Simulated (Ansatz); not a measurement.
**Band table of InAs (rocksalt type)**

```xyz
2
Lattice="0.0000 2.5340 2.5340 2.5340 0.0000 2.5340 2.5340 2.5340 0.0000" Properties=species:S:1:pos:R:3 pbc="T T T"
In    0.0000    0.0000    0.0000
As    2.5340    2.5340    2.5340
```

The cell comes from a relaxation on PAW files under the same functional, begun from a prototype that needn't be the stable phase.

Level of theory: DFT with PBEsol, scalar-relativistic, in Ansatz 0.2.0; a Γ-centred 13×13×13 k mesh, Fermi–Dirac smearing of 0.1 eV, no spin polarisation. PAW: frozen-core files, cutoff 420 eV.

This run: volume at 0.72 of the series' base cell.

The PAW files were made under PBE.

Path points, in fractions of the reciprocal vectors: Γ (0.000, 0.000, 0.000), X (0.500, 0.000, 0.500), U (0.625, 0.250, 0.625), K (0.375, 0.375, 0.750), L (0.500, 0.500, 0.500), W (0.500, 0.250, 0.750). The distance column jumps between branches of the path. Levels in eV from the Fermi level; bands 6 to 16, counted from the lowest band of the run. The gap is zero, the pressure 51.1 GPa.

```
# k(1/Å) point b6 b7 b8 b9 b10 b11 b12 b13 b14 b15 b16
0.000 Γ -15.50 -15.18 -15.18 -15.15 -15.15 -15.15 -0.56 -0.56 -0.56 2.61 7.51
0.155 - -15.42 -15.19 -15.17 -15.15 -15.14 -15.14 -1.03 -0.72 -0.72 3.28 6.59
0.310 - -15.39 -15.17 -15.16 -15.12 -15.12 -15.00 -1.88 -1.15 -1.15 4.58 5.63
0.465 - -15.53 -15.19 -15.14 -15.08 -15.08 -14.49 -2.71 -1.74 -1.74 3.10 4.83
0.620 - -15.71 -15.22 -15.12 -15.03 -15.03 -13.77 -3.50 -2.36 -2.36 1.00 4.18
0.775 - -15.89 -15.25 -15.10 -14.98 -14.98 -12.86 -4.37 -2.94 -2.94 -0.73 3.69
0.930 - -16.04 -15.27 -15.08 -14.93 -14.93 -11.78 -5.50 -3.39 -3.39 -1.87 3.34
1.085 - -16.14 -15.29 -15.07 -14.89 -14.89 -10.65 -6.79 -3.68 -3.68 -2.42 3.14
1.240 X -16.18 -15.30 -15.07 -14.88 -14.88 -9.97 -7.54 -3.78 -3.78 -2.58 3.07
1.295 - -16.17 -15.29 -15.07 -14.88 -14.88 -9.97 -7.53 -3.99 -3.77 -2.39 3.11
1.349 - -16.16 -15.29 -15.08 -14.89 -14.88 -9.97 -7.49 -4.41 -3.72 -2.00 3.24
1.404 - -16.14 -15.28 -15.09 -14.90 -14.88 -9.98 -7.42 -4.89 -3.63 -1.58 3.46
1.459 - -16.12 -15.27 -15.11 -14.91 -14.89 -9.99 -7.33 -5.37 -3.52 -1.17 3.77
1.514 - -16.09 -15.26 -15.13 -14.93 -14.89 -10.01 -7.21 -5.83 -3.37 -0.80 4.17
1.569 - -16.05 -15.25 -15.15 -14.95 -14.90 -10.06 -7.06 -6.25 -3.19 -0.46 4.64
1.623 - -16.01 -15.23 -15.17 -14.97 -14.91 -10.13 -6.89 -6.62 -2.98 -0.16 5.18
1.678 U -15.96 -15.21 -15.20 -14.99 -14.92 -10.25 -6.92 -6.70 -2.75 0.12 5.75
2.437 K -15.96 -15.21 -15.20 -14.99 -14.92 -10.25 -6.92 -6.70 -2.75 0.12 5.75
2.602 - -15.81 -15.27 -15.16 -15.05 -14.94 -10.90 -7.30 -6.01 -1.91 0.89 7.27
2.766 - -15.65 -15.32 -15.12 -15.11 -14.98 -11.87 -7.02 -5.15 -0.93 1.68 5.82
2.930 - -15.50 -15.34 -15.15 -15.10 -15.02 -12.88 -6.31 -4.17 0.03 2.59 4.75
3.095 - -15.39 -15.32 -15.16 -15.10 -15.06 -13.77 -5.32 -3.14 0.56 3.63 4.47
3.259 - -15.30 -15.28 -15.17 -15.12 -15.09 -14.49 -4.09 -2.14 0.38 4.56 5.27
3.424 - -15.26 -15.23 -15.16 -15.16 -15.12 -14.99 -2.71 -1.30 -0.08 4.30 5.92
3.588 - -15.40 -15.19 -15.18 -15.15 -15.14 -15.13 -1.32 -0.75 -0.43 3.28 6.59
3.752 Γ -15.50 -15.18 -15.18 -15.15 -15.15 -15.15 -0.56 -0.56 -0.56 2.61 7.51
3.886 - -15.43 -15.18 -15.18 -15.15 -15.14 -15.14 -1.17 -0.55 -0.55 3.08 6.77
4.021 - -15.26 -15.21 -15.21 -15.13 -15.12 -15.12 -2.40 -0.49 -0.49 3.75 6.29
4.155 - -15.24 -15.24 -15.20 -15.09 -15.09 -14.87 -3.79 -0.40 -0.40 3.77 6.36
4.289 - -15.28 -15.28 -15.21 -15.06 -15.06 -14.42 -5.18 -0.26 -0.26 3.35 5.41
4.423 - -15.32 -15.32 -15.23 -15.02 -15.02 -13.87 -6.49 -0.09 -0.09 2.90 4.56
4.558 - -15.36 -15.36 -15.25 -14.99 -14.99 -13.26 -7.67 0.11 0.11 2.54 3.86
4.692 - -15.38 -15.38 -15.26 -14.96 -14.96 -12.70 -8.57 0.27 0.27 2.31 3.38
4.826 L -15.39 -15.39 -15.26 -14.96 -14.96 -12.44 -8.95 0.35 0.35 2.24 3.21
4.936 - -15.41 -15.38 -15.25 -14.97 -14.96 -12.36 -8.91 -0.27 0.10 2.60 3.13
5.045 - -15.48 -15.37 -15.23 -15.00 -14.95 -12.14 -8.78 -1.35 -0.57 2.93 3.05
5.155 - -15.58 -15.34 -15.20 -15.03 -14.95 -11.80 -8.58 -2.45 -1.49 3.07 3.23
5.264 - -15.69 -15.31 -15.17 -15.06 -14.94 -11.39 -8.28 -3.49 -2.49 3.18 3.60
5.374 - -15.79 -15.29 -15.14 -15.08 -14.92 -10.93 -7.89 -4.43 -3.49 3.35 4.05
5.483 - -15.87 -15.26 -15.13 -15.10 -14.90 -10.49 -7.41 -5.22 -4.44 3.54 4.54
5.593 - -15.92 -15.25 -15.12 -15.11 -14.89 -10.13 -6.82 -5.78 -5.31 3.70 5.01
5.703 W -15.94 -15.24 -15.12 -15.12 -14.88 -9.99 -6.24 -5.99 -5.99 3.76 5.24
5.780 - -15.95 -15.23 -15.16 -15.08 -14.88 -9.99 -6.32 -6.19 -5.64 3.17 5.87
5.858 - -15.98 -15.21 -15.19 -15.03 -14.88 -9.99 -6.62 -6.04 -5.28 2.19 5.59
5.935 - -16.02 -15.22 -15.18 -14.99 -14.88 -9.98 -6.89 -5.80 -4.92 1.20 4.91
6.013 - -16.07 -15.25 -15.14 -14.96 -14.88 -9.98 -7.12 -5.47 -4.57 0.24 4.31
6.090 - -16.11 -15.27 -15.11 -14.92 -14.88 -9.98 -7.30 -5.06 -4.26 -0.67 3.80
6.168 - -16.15 -15.28 -15.09 -14.90 -14.88 -9.97 -7.43 -4.58 -4.01 -1.50 3.40
6.245 - -16.17 -15.29 -15.07 -14.88 -14.88 -9.97 -7.52 -4.08 -3.84 -2.22 3.16
6.322 X -16.18 -15.30 -15.07 -14.88 -14.88 -9.97 -7.54 -3.78 -3.78 -2.58 3.07
```
